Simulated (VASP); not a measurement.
Data:

```xyz
2
Lattice="2.0685 1.1943 3.6334 -2.0685 1.1943 3.6334 0.0000 -2.3885 3.6334" Properties=species:S:1:pos:R:3 pbc="T T T"
Ge     0.0000     0.0000    10.8155
Te     0.0000     0.0000     5.7638
```

These are PBE GGA, VASP's PBE PAW potentials (set 64) (plane waves; VASP) values and carry that method's errors. Run with 300 eV cut-off, 8×8×8 Γ-centred mesh, Gaussian smearing of 0.010 eV, potentials Ge_d Te.

Unless said otherwise, spin-orbit coupling is left out, though it shifts the bands of the heavy elements here.

Task: Give the energies of bands 7 to 13 at the high-symmetry points, in eV from the valence-band maximum.

Result: 
```
band      Γ      T     H2      L     S0      F
----  -----  -----  -----  -----  -----  -----
7     -4.82  -8.67  -8.35  -9.08  -8.44  -7.71
8     -1.95  -1.53  -4.93  -2.10  -5.24  -5.27
9     -1.76  -1.53  -4.74  -2.01  -3.21  -3.59
10    -1.76  -0.38  -0.79  -0.25  -2.62  -3.58
11     2.43   0.88   1.33   0.46   3.15   1.95
12     3.21   0.88   5.12   0.70   3.66   5.38
13     3.21   1.56   5.19   1.21   4.85   6.12
```

The gap is indirect, 0.46 eV, from the valence maximum at (0.38, 0.25, 0.25) to the conduction minimum at L.

The structure comes from a computed database's GeTe entry; how it stands against other phases isn't given here. The cell was not relaxed at this level.
